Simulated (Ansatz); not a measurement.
Input of an Ansatz 0.2.0 run:

File input.yaml:

```yaml
crystal:
  lattice:
    - [1.765105025, -6.759281535, 0.0]
    - [1.765105025, 6.759281535, 0.0]
    - [0.0, 0.0, 3.56517397]
  atoms:
    - { symbol: Ti, position: [0.10311808, 0.89688192, 0.25] }
    - { symbol: Ti, position: [0.89688192, 0.10311808, 0.75] }
    - { symbol: Si, position: [0.75031482, 0.24968518, 0.25] }
    - { symbol: Si, position: [0.24968518, 0.75031482, 0.75] }
    - { symbol: Si, position: [0.44174855, 0.55825145, 0.25] }
    - { symbol: Si, position: [0.55825145, 0.44174855, 0.75] }
hamiltonian:
  xc: pbe
  pseudopotentials: { kind: paw }
kpoints:
  mp_grid: { grid: [8, 8, 8] }
scf:
  occupations: { method: fermi_dirac, width: 0.05 }
output:
  forces: true
  stress: true
  eigenvalues: true
```

Potentials or basis: Ansatz PAW.

The run is started by

```bash
$ ansatz run input.yaml --threads 2 --pin off --max-ram 5632MiB --backend cpu --events-out ev --progress --plain --runs-dir out
```

What does it give for the largest force?

0.192 eV/Å.

Estimate the pressure.

1.9 GPa.

What does it give for the band gap on the k mesh?

None (metal or under the smearing width).

Stress tensor (GPa, compression positive):
```
1.83 0.00 0.00
0.00 1.57 0.00
0.00 0.00 2.17
```
